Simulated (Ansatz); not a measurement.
FeGe2:

```
Ge Fe
1.0
    -2.95956    2.95956    2.45140
     2.95956   -2.95956    2.45140
     2.95956    2.95956   -2.45140
Ge Fe
4 2
Direct
  0.84511 0.34511 0.19021
  0.65489 0.84511 0.50000
  0.34511 0.15489 0.50000
  0.15489 0.65489 0.80979
  0.25000 0.25000 0.00000
  0.75000 0.75000 0.00000
```

The cell is a database's computed one.

| Quantity | Value |
| --- | --- |
| Program | Ansatz 0.2.0 |
| Task | relaxation of cell and atoms |
| Functional | PBEsol |
| Potentials or basis | Ansatz PAW |
| Cutoff | 420 eV (not typed: the program's choice for these potentials) |
| k mesh | 5 × 5 × 5 |
| Occupations | fermi-dirac, width 0.05 eV |
| Spin | collinear spin, ferromagnetic start |
| Starting moments | [0.0, 0.0, 0.0, 0.0, 3.0, 3.0] μB |

At the start: volume 14.31 Å³/atom.

Question: Where does the relaxation end?

Answer: It ends after 5 steps and the volume is 13.69 Å³/atom (-4.3 %); space group I4/mcm (No. 140, to 0.05 Å); moment 2.05 μB per cell.

Step by step:
```csv
step,energy change (eV),largest force (eV/Å),volume (Å³)
1,0.0000,0.2695,85.89
2,-0.0874,0.0673,82.78
3,-0.0905,0.0025,82.03
4,-0.0906,0.0006,82.15
5,-0.0894,0.0006,82.15
```

Final structure:
```xyz
6
Lattice="-2.9053 2.9053 2.4331 2.9053 -2.9053 2.4331 2.9053 2.9053 -2.4331" Properties=species:S:1:pos:R:3 pbc="T T T"
Ge   -0.9156    1.9898    2.4331
Ge    1.9898    0.9156    2.4331
Ge    0.9156    1.9898    0.0000
Ge    3.8209    0.9156    0.0000
Fe    0.0000    0.0000    1.2166
Fe    0.0000    0.0000    3.6497
```

Caveat: the plane-wave basis is chosen anew once the cell has moved, so the energies of steps on either side of that aren't comparable; the PAW data sets come from PBE, with cores solved anew for the run's functional, which leaves a small shift of forces and pressure.
